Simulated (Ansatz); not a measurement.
A substitution in AlAs

Computed with Ansatz (plane waves, PAW, 420 eV cutoff): PBE, scalar-relativistic, spin polarisation where moments were expected, Gaussian smearing of 0.05 eV.

AlAs was relaxed to zero pressure in the COD cell structure.

It takes space group F-43m (No. 216, cubic). Conventional cell: a = 5.728 Å, b = 5.728 Å, c = 5.728 Å, α = 90.00°, β = 90.00°, γ = 90.00°. Al (site symmetry -43m) is surrounded by 4 As at 2.48 Å. As (site symmetry -43m) has 4 Al at 2.48 Å as nearest neighbours. Neighbours are those within 15 % of a site's shortest distance, so a longer bond may be listed from one end only.

Results for AlAs: a (Å) 5.728, V (Å³/atom) 23.50, shortest unlike bond (Å) 2.48, gap (eV) 1.50, B0 (GPa) 67, E_f (eV/atom) -0.49.

**Question.** All Al is replaced by B and the cell relaxed again in the same space group. What comes out?

**Answer.** BAs: a (Å) 4.809, V (Å³/atom) 13.90, shortest unlike bond (Å) 2.08, gap (eV) 1.20, B0 (GPa) 131, E_f (eV/atom) -0.03.

The volume changes by −40.8 %, or −16.0 % in mean length, and the shortest unlike bond by -0.40 Å. The bulk modulus goes from 67.2 to 131.4 GPa, as V^−1.3: with like bonding the larger cell is the softer. The formation energy moves by 0.46 eV/atom, so AlAs is the more strongly bound against its own elements.

The gaps are differences of one-electron levels. E_f is the formation energy from the elements run alike, at 0 K, without zero-point energy or dispersion between the molecules, chains or layers of the solid elements; it is good to about 0.01 eV/atom as a calculation.

All runs used the PAW datasets of the set soft_2.
